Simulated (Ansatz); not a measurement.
**KZnF3 (Pm-3m): scan of the energy under strain from a Python script**

What does a strain cost in KZnF3 (Pm-3m)? Wanted for KZnF3 (Pm-3m): a scan of the energy under strain.

All numbers are computed with the Python package of Ansatz 0.2.0. Level of theory: DFT LDA, plane waves, PAW.

## (1) Starting point

It takes space group Pm-3m (No. 221, cubic). Conventional cell: a = 4.050 Å, b = 4.050 Å, c = 4.050 Å, α = 90.00°, β = 90.00°, γ = 90.00°. K (site symmetry m-3m) is surrounded by 12 F at 2.86 Å. Around Zn (site symmetry m-3m) lie 6 F at 2.02 Å. F (site symmetry 4/mmm) is surrounded by 2 Zn at 2.02 Å and 4 K at 2.86 Å.

The script holds or builds the structure itself.

## (2) The code

run_strain.py

```python
# -*- coding: utf-8 -*-
import logging
import sys
import warnings

import ansatz as az
import numpy as np
from tabulate import tabulate

logging.basicConfig(stream=sys.stdout, format='%(levelname)s %(message)s')
logger = logging.getLogger('ansatz_job')
logger.setLevel(logging.INFO)

VECTORS = np.array([
    [4.05, 0.0, 0.0],
    [0.0, 4.05, 0.0],
    [0.0, 0.0, 4.05],
])
SITES = [
    ('K', (0.0, 0.0, 0.0)),
    ('Zn', (0.5, 0.5, 0.5)),
    ('F', (0.5, 0.5, 0.0)),
    ('F', (0.0, 0.5, 0.5)),
    ('F', (0.5, 0.0, 0.5)),
]


def make_crystal(cell):
    crystal = az.Crystal(lattice=az.Lattice.of(cell))
    for symbol, position in SITES:
        crystal = crystal.atom(symbol, position)
    return crystal

warnings.simplefilter('ignore', az.DeckWarning)

values = np.linspace(-0.01, 0.01, 7)
energies = []
for d in values:
    strain = np.diag([d, d, 0])
    cell = VECTORS @ (np.eye(3) + strain)
    base = (
        make_crystal(cell).calculation()
        .functional('LDA')
        .pseudopotentials('paw')
        .occupations('fermi_dirac', width=0.02)
        .basis(520)
        .kpoints(5, 5, 5)
    )
    data = base.run(threads=1).report
    energies.append(data['free_energy_ev'] / len(SITES))
    logger.info(f'd = {d:+.4f}  F = {energies[-1]:.5f} eV/atom')
energies = np.array(energies)

print(tabulate(zip(values, 1000 * (energies - energies.min())), headers=['strain', 'dE (meV/atom)'], floatfmt='.3f'))
curvature = 2 * np.polyfit(values, energies, 3)[1]
volume = abs(np.linalg.det(VECTORS)) / len(SITES)
logger.info(f'd2E/dd2 over the volume: {curvature / volume * 160.21766:.1f} GPa')
```

## (3) The calls as engine input

The package turns the script's settings into the engine's input (first run):

```yaml
crystal:
  lattice:
    - [4.0095, 0.0, 0.0]
    - [0.0, 4.0095, 0.0]
    - [0.0, 0.0, 4.05]
  atoms:
    - { symbol: K, position: [0.0, 0.0, 0.0] }
    - { symbol: Zn, position: [0.5, 0.5, 0.5] }
    - { symbol: F, position: [0.5, 0.5, 0.0] }
    - { symbol: F, position: [0.0, 0.5, 0.5] }
    - { symbol: F, position: [0.5, 0.0, 0.5] }
basis:
  ecutwfc: 520.0
kpoints:
  mp_grid:
    grid: [5, 5, 5]
hamiltonian:
  xc: lda
  pseudopotentials:
    kind: paw
scf:
  occupations:
    method: fermi_dirac
    width: 0.02
```

## (4) Running it

Run with:

```bash
> python run_strain.py
```

The log of the run:

```text
INFO d = -0.0100  F = -1425.68680 eV/atom
INFO d = -0.0067  F = -1425.68499 eV/atom
INFO d = -0.0033  F = -1425.68284 eV/atom
INFO d = +0.0000  F = -1425.68035 eV/atom
INFO d = +0.0033  F = -1425.67754 eV/atom
INFO d = +0.0067  F = -1425.67442 eV/atom
INFO d = +0.0100  F = -1425.67100 eV/atom
  strain    dE (meV/atom)
--------  ---------------
  -0.010            0.000
  -0.007            1.808
  -0.003            3.963
   0.000            6.452
   0.003            9.261
   0.007           12.379
   0.010           15.796
INFO d2E/dd2 over the volume: 348.8 GPa
```

Wall time 11 s (1 thread of Arm Neoverse V2, shared host); peak memory 0.41 GiB.

## (5) Inputs of later runs

The engine's inputs for some of the other runs:

Run 5, against run 1:

```diff
@@ -3,2 +3,2 @@
-    - [4.0095, 0.0, 0.0]
-    - [0.0, 4.0095, 0.0]
+    - [4.0635, 0.0, 0.0]
+    - [0.0, 4.0635, 0.0]
```

Run 6, against run 1:

```diff
@@ -3,2 +3,2 @@
-    - [4.0095, 0.0, 0.0]
-    - [0.0, 4.0095, 0.0]
+    - [4.077, 0.0, 0.0]
+    - [0.0, 4.077, 0.0]
```

Run 7, against run 1:

```diff
@@ -3,2 +3,2 @@
-    - [4.0095, 0.0, 0.0]
-    - [0.0, 4.0095, 0.0]
+    - [4.0905, 0.0, 0.0]
+    - [0.0, 4.0905, 0.0]
```

Lines on the test bed's own set-up are left out of the output.

A comment line of the script is reworded here; the code is as run.

## (6) What each run gave

From the records of these 7 runs:

| run | strain | energy from run 1 (meV/atom) | SCF cycles | CPU time (s) |
| --- | --- | --- | --- | --- |
| 1 | -0.010 | 0.00 | 8 | 1.6 |
| 2 | -0.007 | 1.81 | 8 | 1.5 |
| 3 | -0.003 | 3.96 | 8 | 1.5 |
| 4 | 0.000 | 6.45 | 7 | 0.81 |
| 5 | 0.003 | 9.26 | 8 | 1.5 |
| 6 | 0.007 | 12.38 | 8 | 1.5 |
| 7 | 0.010 | 15.80 | 8 | 1.5 |

## (7) Results

```
                  quantity           value
curvature under the strain       348.8 GPa
             runs compared               7
           range of energy  15.80 meV/atom
      lowest point, strain          -0.010
```

What this shows: Against the unstrained cell the energy per atom changes by -6.45 meV at one end of the scan and +9.34 meV at the other, and its second derivative over the volume is 348.8 GPa. The minimum lies outside the range, as the cell stands under stress. Notes:
- The curvature belongs to this strain pattern and to the cell's stress; it equals a single elastic constant only for simple patterns.
- The ions keep their fractional positions (clamped ions).
